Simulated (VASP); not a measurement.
Input of a VASP 6.6.1 run:

The input INCAR:

```
SYSTEM = CO2
PREC     = Accurate       ! precision mode
ENCUT    = 600            ! plane-wave cutoff, eV
EDIFF    = 1E-7           ! SCF threshold, eV
ISMEAR   = -1             ! smearing method
SIGMA    = 0.1            ! smearing width, eV
LREAL    = .FALSE.        ! projectors in reciprocal space
LASPH    = .TRUE.         ! aspherical terms in the spheres
NELM     = 80             ! most SCF steps
ALGO     = Normal         ! electronic algorithm
ISIF     = 3              ! what is computed and relaxed
LWAVE    = .FALSE.        ! write WAVECAR
LCHARG   = .FALSE.        ! write CHGCAR
GGA      = PE             ! functional
IBRION   = 2              ! ionic algorithm
NSW      = 60             ! ionic steps
EDIFFG   = -0.01          ! ionic threshold
```

File KPOINTS:

```
regular mesh
0
G
  7 7 7
  0 0 0
```

Contents of POSCAR:

```
CO2
1.0
    0.0000000000      2.1318670000      2.1318670000
    2.1318670000      0.0000000000      2.1318670000
    2.1318670000      2.1318670000      0.0000000000
C O
1 2
Direct
    0.0000000000      0.0000000000      0.0000000000
    0.2500000000      0.2500000000      0.2500000000
    0.7500000000      0.7500000000      0.7500000000
```

Potentials or basis: VASP PAW PBE potentials, release 64 (C, O).

Command:

```sh
$ cat potpaw_PBE.64/C/POTCAR potpaw_PBE.64/O/POTCAR > POTCAR
$ mpirun -np 1 vasp_std > vasp.out
```

Predict the space group after relaxing (to 0.05 Å).

Fm-3m (No. 225).

Predict the relaxed volume.

7.60 Å³/atom.

Final structure:
```xyz
3
Lattice="0.0000 2.2505 2.2505 2.2505 0.0000 2.2505 2.2505 2.2505 0.0000" Properties=species:S:1:pos:R:3 pbc="T T T"
C     0.0000    0.0000    0.0000
O     1.1253    1.1253    1.1253
O     3.3758    3.3758    3.3758
```

Caveat: the k mesh is coarse (spacing up to 0.36 Å⁻¹), so the values aren't converged; the volume moved by over 15 % at a fixed basis, so the end points are rough.
